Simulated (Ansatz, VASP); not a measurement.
## Nb in VASP and in Ansatz

```xyz
2
Lattice="2.7749 0.0000 0.0000 -1.3875 2.4032 0.0000 0.0000 0.0000 5.1319" Properties=species:S:1:pos:R:3 pbc="T T T"
Nb    0.0000    1.6021    1.2830
Nb    1.3875    0.8011    3.8490
```

Alike in both runs: task single point; functional BLYP; k mesh 14 × 14 × 7; occupations fermi-dirac, width 0.1 eV; no spin polarisation.

|  | VASP | Ansatz |
| --- | --- | --- |
| version | VASP 6.6.1 | Ansatz 0.2.0 |
| potentials or method | VASP PAW PBE potentials, release 64 (Nb_sv) | plane waves (420 eV) with PAW, scalar-relativistic |
| plane-wave cutoff (eV) | 520 | 420 |
| valence electrons in the cell | 26 | 26 |

|  | VASP | Ansatz | Ansatz less VASP |
| --- | --- | --- | --- |
| pressure (GPa) | 23.9 | 23.9 | +0.08 |
| largest component of the traceless stress (GPa) | 1.52 | 1.58 | +0.053 |

Caveats: so large a pressure means that the cell lies far from this level's equilibrium, or that cutoff or potentials fall short (VASP); the potentials were made for another functional, which shifts forces and pressure (VASP).
